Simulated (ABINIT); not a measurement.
**ZrN: band structure with PW91**

The system is ZrN.

```
Zr N
1.0
     0.00000    2.30000    2.30000
     2.30000    0.00000    2.30000
     2.30000    2.30000    0.00000
Zr N
1 1
Direct
  0.50000 0.50000 0.50000
  0.00000 0.00000 0.00000
```

| Item | Value |
| --- | --- |
| Program | ABINIT 10.8.3 (patched build) |
| Task | band structure |
| Functional | PW91 |
| Potentials or basis | JTH PAW PBE v2.0 |
| Cutoff | 707 eV |
| k mesh | 10 × 10 × 10 |
| Occupations | fermi-dirac, width 0.05 eV |
| Spin | no spin polarisation |
| Fine-grid cutoff | 1306.15 eV |
| Exchange and correlation inside the PAW spheres | full angular mesh (pawxcdev 0, this build's default; the released program takes 1) |

The pressure is -1.3 GPa. The band gap on the k mesh is none (metal or under the smearing width) and the valence electrons inside the program's atomic spheres are Zr 9.07; N 2.58.

Levels at the corners of the path, in eV from the Fermi level:
```
point  band 4  band 5  band 6  band 7  band 8  band 9  band 10  band 11  band 12  band 13
    Γ  -27.32  -16.26   -2.69   -2.69   -2.69   -0.43    -0.43    -0.43     1.52     1.52
    X  -27.67  -15.72   -4.60   -3.45   -3.20   -3.20     3.27     4.41     4.41     4.80
    W  -27.72  -15.15   -5.43   -4.76   -4.76    0.97     0.97     4.42     4.48     5.78
    K  -27.58  -15.18   -5.50   -4.77   -4.47   -0.73     3.31     3.57     5.02     5.60
    Γ  -27.32  -16.26   -2.69   -2.69   -2.69   -0.43    -0.43    -0.43     1.52     1.52
    L  -27.41  -14.11   -7.63   -5.68   -5.68    2.93     2.99     2.99     4.73     7.54
    U  -27.58  -15.18   -5.50   -4.77   -4.47   -0.73     3.31     3.57     5.02     5.60
    W  -27.72  -15.15   -5.43   -4.76   -4.76    0.97     0.97     4.42     4.48     5.78
    L  -27.41  -14.11   -7.63   -5.68   -5.68    2.93     2.99     2.99     4.73     7.54
    K  -27.58  -15.18   -5.50   -4.77   -4.47   -0.73     3.31     3.57     5.02     5.60
```

Wall time 54 s on 1 thread of Arm Neoverse V1 (shared host), peak memory 0.12 GiB.

Caveat: the PAW data sets were made with another functional, which shifts forces and pressure a little.
